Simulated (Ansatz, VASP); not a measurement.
**Ir in VASP and in Ansatz**

```
CELL_PARAMETERS angstrom
0.00000 2.31856 4.93137
1.34186 0.00000 4.93137
1.34186 2.31856 0.00000
ATOMIC_POSITIONS crystal
Ir 0.87256 0.87256 0.12744
Ir 0.12744 0.12744 0.87256
```

Alike in both runs: functional PBE; k mesh 18 × 18 × 18; occupations gaussian, width 0.1 eV; no spin polarisation.

Ansatz relaxed the structure, and its values are those at the end. VASP's run is a single point on that final structure, the one shown.

|  | VASP | Ansatz |
| --- | --- | --- |
| version | VASP 6.6.1 | Ansatz 0.2.0 |
| potentials or method | VASP PAW PBE potentials, release 64 (Ir) | scalar-relativistic, plane waves, PAW |
| plane-wave cutoff (eV) | 520 | 420 |
| valence electrons in the cell | 18 | 34 |

|  | VASP | Ansatz | Ansatz less VASP |
| --- | --- | --- | --- |
| gap on the k mesh at the Fermi level (eV) | none | none | - |
| pressure (GPa) | 0.3 | 0.0 | -0.30 |
| rms of the force components (eV/Å) | 0.010 | 0.000 | -0.0098 |

A gap of «none» marks a metal or a gap that the smearing closes. The two sets of potentials don't hold the same shells in valence.

Spin-orbit coupling is left out, which matters for the levels of Ir.
